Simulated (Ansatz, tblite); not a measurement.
In2O3: GFN2-xTB, run from Python

These are simulated results from tblite 0.8.0, not measurements. The cell began as a measured structure and was relaxed with r2SCAN in plane waves (Ansatz 0.2.0). All runs are without spin polarisation.

It is trigonal, R-3c (No. 167); conventional cell a = 5.508 Å, c = 14.560 Å, 12.75 Å³ an atom. In is surrounded by 6 O at 2.13–2.26 Å; O is surrounded by 4 In at 2.13–2.26 Å.

tblite solves periodic systems at the zone centre alone, so the script builds a cluster of 2×2×1 conventional cells (120 atoms), which folds in a coarse mesh of k points.

run.py reads:

```python
import json
from ase import Atoms
from ase.build import make_supercell
from ase.units import Bohr, GPa, Hartree
from tblite.interface import Calculator

atoms = Atoms(['In', 'In', 'In', 'In', 'O', 'O', 'O', 'O', 'O', 'O'],
              cell=[[2.75390344, 1.58996689, 4.85346669], [-2.75390344, 1.58996689, 4.85346669], [0.0, -3.17993379, 4.85346669]],
              scaled_positions=[[0.357081772, 0.357081772, 0.357081772], [0.142918228, 0.142918228, 0.142918228], [0.642918228, 0.642918228, 0.642918228], [0.857081772, 0.857081772, 0.857081772], [0.546592701, 0.953407299, 0.25], [0.25, 0.546592701, 0.953407299], [0.953407299, 0.25, 0.546592701], [0.453407299, 0.046592701, 0.75], [0.75, 0.453407299, 0.046592701], [0.046592701, 0.75, 0.453407299]],
              pbc=True)
cluster = make_supercell(atoms, [[2, -2, 0], [0, 2, -2], [1, 1, 1]])
calc = Calculator('GFN2-xTB', cluster.numbers, cluster.positions / Bohr, lattice=cluster.cell[:] / Bohr, periodic=cluster.pbc)
calc.set('temperature', 0.02 / Hartree)
calc.set('max-iter', 150)
res = calc.singlepoint()
levels = res.get('orbital-energies') * Hartree
nv = round(res.get('orbital-occupations').sum() / 2)
cells = len(cluster) // len(atoms)
out = {'energy_per_cell': res.get('energy') * Hartree / cells, 'homo': levels[nv - 1], 'lumo': levels[nv],
       'stress': (-res.get('virial') * Hartree / cluster.get_volume() / GPa).tolist(), 'charges': res.get('charges')[:len(atoms)].tolist(), 'electrons': 2 * nv / cells}
json.dump(out, open('results.json', 'w'))
for key, value in out.items():
    print(key, value)
```

Command: `python run.py`. It took 26 s on 1 thread of Intel(R) Xeon(R) 6975P-C (Granite Rapids), with other jobs on the host, peak memory 0.16 GiB.

What it printed:

```
------------------------------------------------------------
  cycle        total energy    energy error   density error
------------------------------------------------------------
      1     -330.3762347648  -3.3072997E+02   4.3975387E-01
      2     -342.5878635238  -1.2211629E+01   2.1514181E-01
      3     -350.5691648525  -7.9813013E+00   1.6102100E-01
      4     -355.3383695803  -4.7692047E+00   5.5714092E-02
      5     -355.6292683440  -2.9089876E-01   1.4885427E-02
      6     -355.6388174564  -9.5491124E-03   8.3215029E-03
      7     -355.6356798612   3.1375951E-03   7.6335665E-03
      8     -355.6373870848  -1.7072236E-03   4.6640374E-03
      9     -355.6381974700  -8.1038517E-04   4.2756830E-03
     10     -355.6399524183  -1.7549483E-03   2.7962784E-03
     11     -355.6399486565   3.7617679E-06   2.4305044E-03
     12     -355.6403121589  -3.6350235E-04   1.6915085E-03
     13     -355.6408644537  -5.5229487E-04   8.5690093E-04
     14     -355.6408836441  -1.9190335E-05   1.4444716E-04
     15     -355.6408832258   4.1823517E-07   1.4747693E-04
     16     -355.6408831916   3.4260950E-08   1.6201706E-04
     17     -355.6408833056  -1.1402898E-07   1.5942806E-04
     18     -355.6408836471  -3.4155028E-07   1.3074537E-04
     19     -355.6408838816  -2.3447967E-07   1.0837297E-04
     20     -355.6408837772   1.0439703E-07   1.0458731E-04
     21     -355.6408838101  -3.2854814E-08   1.1559483E-04
     22     -355.6408839650  -1.5493799E-07   8.2716711E-05
     23     -355.6408841044  -1.3934522E-07   2.6039396E-05
     24     -355.6408841195  -1.5182991E-08   1.6049662E-05
------------------------------------------------------------

 total:                                  25.112 sec
energy_per_cell -806.4567819853519
homo -13.93133470051561
lumo -13.868868389571588
stress [[-5.425920498118902, -8.259768556955082e-05, 1.933639221740057e-05], [-8.259768556940438e-05, -5.426016152297643, -1.103567819471558e-05], [1.9336392217321486e-05, -1.103567819477489e-05, -4.7041052888930395]]
charges [0.46104156685657643, 0.46101518757863713, 0.46104116017396873, 0.4610149342321926, -0.30736106188094126, -0.30736461491751044, -0.30735931208652567, -0.307364747668299, -0.30735542462147025, -0.30736503646933566]
electrons 48.0
```

The cycle table is in hartree for the whole cluster, and the lines after it are in eV (the energy for one cell). The printed stress is in GPa and positive in compression, and the pressure is its mean diagonal.

GFN2-xTB gives a gap of 0.06 eV. On the same cell, plane-wave PBE (Ansatz, 6×6×6 k points and the special points) gives a gap of 1.22 eV and r2SCAN a gap of 1.80 eV; on shared hosts these took about 9.7 and 23 core-seconds on the 10-atom cell, against 26 for the script. Semilocal gaps usually lie below measured ones. This method closes a gap that PBE finds, a failure in kind.

The same script was run on cells scaled at fixed shape and fractional coordinates:

| volume (Å³/atom) | energy (meV/atom) | pressure (GPa, positive in compression) | gap (eV) |
| --- | --- | --- | --- |
| 11.22 | 6.5 | 8.59 | 0.55 |
| 11.99 | -13.6 | 0.23 | 0.28 |
| 12.75 | 0.0 | -5.19 | 0.06 |
| 13.52 | 35.6 | -9.44 | 0.00 |
| 14.28 | 88.5 | -12.60 | 0.00 |

A Birch-Murnaghan fit puts the minimum at 12.02 Å³/atom, 5.7 % below the given cell, with a bulk modulus of 106 GPa at fixed shape.

xTB was fitted mostly to molecules, and a small cluster samples few k points, so gaps, pressures and kinks along a curve can be far from a solid's.

Spin-orbit coupling is left out, which matters wherever the heavy atoms make up the band edges.
